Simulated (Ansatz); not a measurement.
# CaO: the cell at several levels of theory

Cell and atoms of CaO, CsCl type are relaxed in turn with PBE, r2SCAN, PBEsol, LDA and HSE06. This is a trial cell built on a prototype, not taken from a measured structure, and it needn't be the compound's ground state.

Code: Ansatz 0.2.0. PAW datasets, plane waves, zero pressure. Spin-unpolarised throughout. Whether this structure exists isn't addressed.

## 1. The structure to begin with

This is the cell as the run starts from it, not yet at rest; its lengths are not the crystal's.

The symmetry is Pm-3m (No. 221, cubic); conventional cell a = 2.871 Å, 11.83 Å³ an atom. Around Ca lie 8 O at 2.49 Å; around O lie 8 Ca at 2.49 Å.

The structure in full:

```
CELL_PARAMETERS angstrom
2.87111 0.00000 0.00000
0.00000 2.87111 0.00000
0.00000 0.00000 2.87111
ATOMIC_POSITIONS crystal
Ca 0.00000 0.00000 0.00000
O 0.50000 0.50000 0.50000
```

## 2. Relaxing with PBE

Contents of input.yaml:

```yaml
crystal:
  lattice:
    - [2.8711074631, 0.0, 0.0]
    - [0.0, 2.8711074631, 0.0]
    - [0.0, 0.0, 2.8711074631]
  atoms:
    - { symbol: Ca, position: [0.0, 0.0, 0.0] }
    - { symbol: O, position: [0.5, 0.5, 0.5] }
kpoints:
  mp_grid: { grid: [8, 8, 8] }
hamiltonian:
  xc: pbe
scf:
  occupations: { method: fermi_dirac, width: 0.02 }
relax:
  f_tol: 0.005
  cell: {}
```

On the command line:

```console
$ ansatz run input.yaml --threads 2 --pin off --max-ram 2211MiB --backend cpu --events-out ev --progress --plain --runs-dir out
```

After this run come: Relaxation with r2SCAN; Relaxation with PBEsol; LDA: cell and atoms; HSE06: cell and atoms.

What does the calculation give? Wanted: for each run, a; volume; space group; SCF geometries.

As calculated:

| level | a (Å) | volume (Å³/atom) | space group | SCF geometries |
| --- | --- | --- | --- | --- |
| PBE | 2.934 | 12.627 | Pm-3m | 6 |
| r2SCAN | 2.903 | 12.235 | Pm-3m | 4 |
| PBEsol | 2.888 | 12.047 | Pm-3m | 7 |
| LDA | 2.848 | 11.548 | Pm-3m | 7 |
| HSE06 | 2.907 | 12.280 | Pm-3m | 4 |

What this shows: The first relaxation changed the volume by +6.7 % from the start. The volume runs from LDA (least) to PBE (most), a spread of 9.3 %, or 3.0 % in length if all axes shared it alike. The meshes differ: PBE 8×8×8, r2SCAN 8×8×8, PBEsol 8×8×8, LDA 8×8×8, HSE06 6×6×6.
